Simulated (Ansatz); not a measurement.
## MgI2 (P-3m1), a sublattice moved along a line

Level of theory: DFT LDA, scalar-relativistic, plane waves, PAW (Ansatz 0.2.0). Cutoff 420 eV, Γ-centred 6×6×4 k-points, Gaussian smearing of 0.05 eV. Spin–orbit coupling is left out, which matters for the heavy elements here. No spin polarisation. Energies are free energies at this smearing, counted from the undisturbed cell; pressure is positive in compression.

The undisturbed cell (as given, not relaxed at this level; it stands at -1.4 GPa):

```
Mg I
1.0
     4.15370    0.00000    0.00000
    -2.07685    3.59721    0.00000
     0.00000    0.00000    6.86200
Mg I
1 2
Cartesian
  0.0000 0.0000 0.0000
  0.0000 2.3981 5.1989
  2.0769 1.1991 1.6631
```

The cell holds layers and no dispersion correction was added, so their binding is poorly described.

Every I atom is moved by x along the Cartesian unit vector (-0.506, -0.292, 0.811); the cell and all other atoms stay fixed.

| x (Å) | ΔE (meV/cell) | force along x on the moved atoms (eV/Å) | pressure (GPa) | gap on the mesh (eV) |
| --- | --- | --- | --- | --- |
| -0.5000 | 553.5 | 2.29 | 0.6 | 2.25 |
| -0.2500 | 134.5 | 1.09 | -0.9 | 2.98 |
| 0.0000 | 0.0 | 0.00 | -1.4 | 3.36 |
| 0.0625 | 8.3 | -0.27 | -1.4 | 3.36 |
| 0.1250 | 33.3 | ? | ? | 3.27 |
| 0.1875 | 75.3 | ? | ? | 3.13 |
| 0.3125 | 211.4 | -1.37 | -0.6 | 2.81 |
| 0.3750 | 306.5 | -1.67 | -0.3 | 2.63 |
| 0.4375 | 420.4 | -1.97 | 0.1 | 2.44 |

By symmetry 0.5000 repeats -0.5000, -0.3750 repeats 0.3750, 0.2500 repeats -0.2500, -0.1250 repeats 0.1250 in energy; the slope of the energy along the path changes sign there.

(1) Give the withheld values.

## Answers

(1) force along x on the moved atoms (eV/Å) at x (Å) = 0.1250: -0.54; pressure (GPa) at x (Å) = 0.1250: -1.3; force along x on the moved atoms (eV/Å) at x (Å) = 0.1875: -0.81; pressure (GPa) at x (Å) = 0.1875: -1.1.